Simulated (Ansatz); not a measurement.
## Ligand exchange: C2H3IO + Sn(CH3)3(OH) → C2H4O2 + Sn(CH3)3I

Gas-phase species: C2H3IO (acetyl iodide) `CC(=O)I`, singlet; Sn(CH3)3(OH), singlet; C2H4O2 (acetic acid) `CC(=O)O`, singlet; Sn(CH3)3I (iodotrimethylstannane), singlet. The partners trade I for OH: C–I and Sn–OH bonds give way to C–OH and Sn–I.

Shapes, held fixed at every level: PBE0-D4/def2-TZVP. Flexible molecules stand in one conformer, not always the lowest. Programs: Ansatz 0.2.0. The zero-point and thermal change to 298 K, harmonic and unscaled (PBE0-D4/def2-TZVP), is +8.0 kJ/mol.

| level | kind | ΔH(298 K) (kJ/mol) |
| --- | --- | --- |
| HF/def2-SVP | Hartree–Fock | -201.5 |
| HF/def2-TZVPP | Hartree–Fock | -171.5 |
| r2SCAN-D4/def2-TZVPP | meta-GGA | -127.6 |
| BHLYP-D4/def2-TZVPP | global hybrid | -150.6 |
| MP2/def2-SVP | perturbation theory | -156.0 |
| CCSD(T)/def2-SVP | coupled cluster or CI | -158.1 |
| MP2/def2-TZVPP | perturbation theory | -128.1 |

MP2/def2-TZVPP gives ΔH(298 K) = -128.1 kJ/mol; the levels span -201.5 to -127.6. The median of the levels is -156.0. No measured value is set beside it here. For atoms past krypton def2 sets carry core potentials with scalar relativity. Outer-core shells of I, Sn are correlated, in sets that cover them unevenly.
